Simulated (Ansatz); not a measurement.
ZrO$_{2}$:
Space group P4₂/nmc, origin choice 1 (No. 137); a = b = 3.621 Å, c = 5.283 Å, α = β = γ = 90.00°

```json
[
 {"atom": "Zr", "site": "2a", "symmetry": "-4m2", "x": "0.0000", "y": "0.0000", "z": "0.0000"},
 {"atom": "O", "site": "4d", "symmetry": "2mm.", "x": "0.5000", "y": "0.0000", "z": "0.1928"}
]
```

Relaxed with PBE.

Question: Decompose the optical modes at the zone centre into irreducible representations, and say which are infrared and Raman allowed.

Answer: Point group 4/mmm: Γ_opt = A1g + A2u + 2B1g + B2u + 3Eg + 2Eu. Infrared: A2u, Eu. Raman: A1g, B1g, Eg.

Question: Assign frequencies (DFPT, PBE (plane waves, PAW; program Ansatz); without the LO–TO term).

Answer: Eu 73, Eg 122, B1g 279, A1g 300, A2u 319, Eg 411, Eu 424, B1g 572, B2u 614, Eg 619 cm⁻¹.

Subscripts of B labels follow the axes of the standard setting.

Space group P4_2/nmc. This is a known high-temperature phase of the composition, computed here at zero pressure and temperature. The PBE relaxation kept the symmetry of its start; phonons on a q-mesh show no instability. The run is not spin-polarised.

Potentials: the later of the program's two PAW sets.
